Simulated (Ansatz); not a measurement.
Theory: Ansatz 0.2.0, DFT PBE, scalar-relativistic, plane waves, PAW. Settings: cutoff 420 eV, Γ-centred meshes spaced at most about 0.3 Å⁻¹, and about 0.25 Å⁻¹ or finer for metals (2π included), Gaussian smearing. No spin polarisation in the final relaxations.

These are static total energies at zero pressure.

Two relaxed structures of TiSi₂:

A.

```
CELL_PARAMETERS angstrom
3.39626 0.00000 0.00000
0.00000 3.39626 0.00000
0.00000 0.00000 4.84899
ATOMIC_POSITIONS crystal
Ti 0.00000 0.00000 0.50000
Si 0.50000 0.50000 0.00000
Si 0.00000 0.00000 0.00000
```

B.

```
CELL_PARAMETERS angstrom
2.76450 0.00000 0.00000
0.00000 2.76450 0.00000
0.00000 0.00000 5.99023
ATOMIC_POSITIONS crystal
Ti 0.50000 0.50000 0.50000
Si 0.00000 0.00000 0.80344
Si 0.00000 0.00000 0.19656
```

Task: Which would you expect to be lower, and how large is the difference?

Result: B is lower, by 0.95 eV/atom. A has space group P4/mmm (No. 123), 18.6 Å³/atom and no gap on its mesh; B has space group P4/mmm (No. 123), 15.3 Å³/atom and no gap. Counting Si atoms around Ti (those within 1.25 times the shortest such distance or 1.15 times the sum of covalent radii, 1.27 where that leaves under three; a plus sign parts nearer from farther groups), A has Ti 2+8 and B has Ti 8. A holds Si–Si nets (shortest 2.40 Å); B holds Si–Si pairs (shortest 2.35 Å). The denser one is the lower, and pressure would at first widen the difference. Both come from invented guesses. A third cell relaxed alike, in Cmcm (a Materials Project cell), lies 182 meV/atom below the lower of the two.

Cells relaxed within their symmetry can be saddle points.

The preference for B probably comes from Ti–Si bonding rather than from the silicon framework. Each Si in A's square net has four close Si neighbours, against a single short pair bond in B, yet A is far higher in energy. What A lacks is good contact with the metal: two Si atoms sit close to Ti along the axis, while the other eight are well beyond a normal Ti–Si bond length. In B all eight are equivalent and at bonding distance, which favours mixing of Ti 3d with Si 3p states and also explains the denser packing.

B is still a compromise. Its square layers put Ti atoms only 2.76450 Å apart, closer than in elemental titanium, and this suggests in-plane compression that a less constrained stacking could relieve. The lower Cmcm cell fits that picture, as C49 TiSi₂, a known metastable phase, has this symmetry. The energies therefore rank two hypothetical packings and don't identify the ground state; the stable C54 form, which is face-centred orthorhombic, is not among the cells compared.
